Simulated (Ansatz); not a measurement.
# Does disorder add resistance in series? Rh(111) layers with 50 % Pt

Two lengths of the disordered region are known. What area resistance does the third give?

**Method.** Ansatz 0.2.0, plane waves with PAW datasets at their recommended cutoffs (420 eV for most), Fermi-Dirac smearing; ballistic transmission by layer matching. The area resistance is RA = A (h/2e²)(1/T − 1/N), with T the zone-mean transmission per spin and N the lead's channels, both averaged over a few energies near the Fermi level; for magnets each spin is taken apart, with h/e², and the two conduct in parallel. Lateral cell 2x2, PBE, a fresh random draw for each length.

The runs, with one result withheld:

| length (Å) | channels N | RA (fΩ m²) |
| --- | --- | --- |
| 8.78 | 7.000 | 0.110 |
| 17.6 | 7.000 | 0.181 |
| 26.3 | 7.000 | ? |

Worked fit:

Ohm's law makes RA linear in the length: the slope is (0.181 − 0.110)/(17.6 − 8.78) = 8.06×10⁻³ fΩ m² per Å, or 8.1 µΩ cm. Then 0.181 + 8.06×10⁻³ × 8.78. Predicted: 0.251 fΩ m².

**The withheld run.**

0.287 fΩ m², so the prediction is 12 % too low. The three lengths together give 10 µΩ cm. The two increments are 0.071 and 0.11 fΩ m²; with one draw for each length, their difference can't be told from scatter.

Caveats: The scatterers repeat sideways with the small cell. The slope is a raw one; a model of isotropic scattering puts it 1.06 times the bulk value over these lengths. Atoms sit unrelaxed on the host's lattice, and the pair may not mix at random in practice. Spin-orbit coupling is left out, which matters for Pt.
